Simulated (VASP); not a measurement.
**BN in VASP: how settings move the r2SCAN single point**

Aim: see what changed inputs do to the r2SCAN single point of zincblende BN, under +1.0 % biaxial strain in the (111) plane, free along [111].

The runs shown are made with VASP 6.6.1. PAW datasets, plane waves. Spin-unpolarised (in the reference); all numbers are computed.

## 1. The structure to begin with

The cell comes from an earlier relaxation with r2SCAN in another program, then strained, with the atoms relaxed again. Some of the altered inputs switch spin polarisation on.

Space group R3m (No. 160), trigonal; a = 2.578 Å, c = 6.242 Å in the conventional setting, 5.99 Å³ an atom. B has 4 N at 1.56–1.58 Å; N has 4 B at 1.56–1.58 Å.

Coordinates:

```cif
data_structure
_symmetry_space_group_name_H-M 'P 1'
_symmetry_Int_Tables_number 1
_cell_length_a 2.5583
_cell_length_b 2.5583
_cell_length_c 2.5583
_cell_angle_alpha 60.508
_cell_angle_beta 60.508
_cell_angle_gamma 60.508
_cell_volume 11.98
loop_
_atom_site_label
_atom_site_type_symbol
_atom_site_fract_x
_atom_site_fract_y
_atom_site_fract_z
_atom_site_occupancy
B1 B 0.00000 0.00000 0.00000 1
N1 N 0.25000 0.25000 0.25000 1
```

## 2. Reference

INCAR

```
ENCUT = 520.000000
SIGMA = 0.010000
EDIFF = 1.00e-07
ALGO = Normal
METAGGA = R2SCAN
PREC = Accurate
IBRION = -1
ISIF = 2
ISMEAR = 0
NBANDS = 11
NELM = 120
NSW = 0
LASPH = .TRUE.
LCHARG = .FALSE.
LWAVE = .FALSE.
LREAL = .FALSE.
```

KPOINTS

```
KPOINTS created by Atomic Simulation Environment
0
Gamma
12 12 12
0 0 0
```

POSCAR

```
B  N
 1.0000000000000000
    -0.0138861666000000    1.8089875530999999    1.8089875530999999
     1.8089875530999999   -0.0138861666000000    1.8089875530999999
     1.8089875530999999    1.8089875530999999   -0.0138861666000000
 B   N
   1   1
Cartesian
  0.0000000000000000  0.0000000000000000  0.0000000000000000
  0.9010222349000001  0.9010222349000001  0.9010222349000002
```

A file KPOINTS_OPT adds named points for the levels; it doesn't enter the self-consistent loop.

Potentials: the recommended PBE PAW datasets, 8 valence electrons.

The run is started by

```sh
$ mpirun -np 1 vasp_std
```

## 3. Try 1

Changes to INCAR since step 2:

```diff
@@ -5,3 +5,2 @@
 METAGGA = R2SCAN
-PREC = Accurate
 IBRION = -1
@@ -10,3 +9,2 @@
 NBANDS = 11
-NELM = 120
 NSW = 0
@@ -16 +14,4 @@
 LREAL = .FALSE.
+LMAXMIX = 6
+PREC = Medium
+NELM = 52
```

KPOINTS is that of step 2.

POSCAR is that of step 2.

## 4. Try 2

Changes to INCAR since step 2:

```diff
@@ -10,5 +10,3 @@
 NBANDS = 11
-NELM = 120
 NSW = 0
-LASPH = .TRUE.
 LCHARG = .FALSE.
@@ -16 +14,3 @@
 LREAL = .FALSE.
+LASPH = .FALSE.
+NELM = 98
```

KPOINTS is that of step 2.

POSCAR is that of step 2.

## 5. Try 3

Changes to INCAR since step 2:

```diff
@@ -2,3 +2,2 @@
 SIGMA = 0.010000
-EDIFF = 1.00e-07
 ALGO = Normal
@@ -16 +15,4 @@
 LREAL = .FALSE.
+EDIFF = 0.0001
+ISPIN = 2
+MAGMOM = 1 1
```

KPOINTS is that of step 2.

POSCAR is that of step 2.

What does the calculation give? Wanted: for each run, changed; ending; energy change; pressure; electronic steps; usable.

The runs gave:

| run | changed | ending | energy change (meV/atom) | pressure (GPa) | gap on the mesh (eV; negative: overlap) | electronic steps | time | usable |
| --- | --- | --- | --- | --- | --- | --- | --- | --- |
| ref. | – | converged | 0 | -5.8 | 4.93 | 13 | 71 s | yes |
| 1 | LMAXMIX = 6, PREC = Medium, NELM = 52 | converged | 0.0 | -5.8 | 4.93 | 13 | 18 s | yes |
| 2 | LASPH = .FALSE., NELM = 98 | converged | 0.0 | -5.8 | 4.93 | 13 | 62 s | yes |
| 3 | EDIFF = 0.0001, ISPIN = 2, MAGMOM = 1 1 | converged | 0.0 | -6.1 | – | 11 | 1.8 min | yes |

What this shows: Of 3 altered inputs, 3 gave usable results.
